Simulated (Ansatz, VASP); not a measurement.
# One calculation of Hf, two programs

```
Hf
1.0
     3.11896    0.00000    0.00000
    -1.55948    2.70110    0.00000
     0.00000    0.00000    4.94248
Hf
2
Direct
  0.33333 0.66667 0.25000
  0.66667 0.33333 0.75000
```

Alike in both runs: functional LDA; k mesh 16 × 16 × 10; occupations gaussian, width 0.1 eV; no spin polarisation.

Ansatz relaxed the structure, and its values are those at the end. VASP's run is a single point on that final structure, the one shown.

|  | VASP | Ansatz |
| --- | --- | --- |
| version | VASP 6.6.1 | Ansatz 0.2.0 |
| potentials or method | VASP PAW LDA potentials, release 64 (Hf_pv) | scalar-relativistic, plane waves, PAW |
| plane-wave cutoff (eV) | 520 | 420 |
| valence electrons in the cell | 20 | 52 |

```tsv
	VASP	Ansatz	Ansatz less VASP
gap on the k mesh at the Fermi level (eV)	none	none	-
pressure (GPa)	0.1	0.0	-0.08
```

A gap of «none» marks a metal or a gap that the smearing closes. The two sets of potentials don't hold the same shells in valence.

Spin-orbit coupling is left out, which matters for the levels of Hf.
